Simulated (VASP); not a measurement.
KCl: single point with PBEsol

The system is KCl.

```
CELL_PARAMETERS angstrom
3.86767 0.00000 0.00000
0.00000 3.86767 0.00000
0.00000 0.00000 3.86767
ATOMIC_POSITIONS crystal
K 0.00000 0.00000 0.00000
Cl 0.50000 0.50000 0.50000
```

Measurements of this composition are mostly on another form, of space group No. 225.

```yaml
Program: VASP 6.6.1
Task: single point
Functional: PBEsol
Potentials_or_basis: VASP PAW PBE potentials, release 64 (K_sv, Cl)
Cutoff: 520 eV
k_mesh: 4 × 4 × 4
Occupations: gaussian, width 0.05 eV
Spin: no spin polarisation
Dipole_correction: no
Further_INCAR_settings: ALGO = Fast; EDIFF = 1e-06; NBANDS = 15
```

```yaml
Pressure: -1.7 GPa
Band_gap_on_the_k_mesh: 4.53 eV, indirect (least direct gap 4.74 eV)
```

Levels at points of the mesh, in eV from the valence-band top:
| k point | band 6 | band 7 | band 8 | band 9 | band 10 | band 11 |
| --- | --- | --- | --- | --- | --- | --- |
| (0.00, 0.00, 0.00) | -0.20 | -0.20 | -0.20 | 4.53 | 6.46 | 6.46 |
| (0.50, 0.00, 0.00) | -1.75 | -0.21 | -0.21 | 7.41 | 7.81 | 8.01 |
| (0.50, 0.50, 0.00) | -1.18 | -1.18 | 0.00 | 6.03 | 7.13 | 8.85 |
| (0.50, 0.50, 0.50) | -1.29 | -1.29 | -1.29 | 8.58 | 8.58 | 8.58 |

Wall time 6.1 s on 1 thread of Intel(R) Xeon(R) 6975P-C (Granite Rapids), with other jobs on the host, peak memory 0.16 GiB.

Caveat: the PAW data sets were made with another functional, which shifts forces and pressure a little. A k mesh can miss the band edges.
